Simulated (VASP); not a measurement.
Ca, 13 atoms in the cell. The cell holds a slab with vacuum, 13 atoms: a = 7.891 Å, b = 7.891 Å, c = 18.443 Å, α = 90.00°, β = 90.00°, γ = 60.00°. The cell was built by a generator and needn't be a form met in nature.

* Program: VASP 6.6.1
* Task: single point
* Functional: PBEsol
* Potentials or basis: VASP PAW PBE potentials, release 64 (Ca_sv)
* Cutoff: 520 eV
* k mesh: 2 × 2 × 1
* Occupations: fermi-dirac, width 0.05 eV
* Spin: no spin polarisation
* Dipole correction: no
* Further INCAR settings: ALGO = Fast; EDIFF = 1e-07; NBANDS = 77

Potentials or basis: VASP PAW PBE potentials, release 64 (Ca_sv).

Launch:

```bash
$ cat potpaw_PBE.64/Ca_sv/POTCAR > POTCAR
$ mpirun -np 1 vasp_std > vasp.out
```

Hardware: 1 thread of Intel(R) Xeon(R) 6975P-C (Granite Rapids) (shared host).

How long does it take, and how much memory?

It took 38 min on 1 thread of Intel(R) Xeon(R) 6975P-C (Granite Rapids) (shared host), peak memory 1.1 GiB. Counts: scf iterations 90, k points 4.
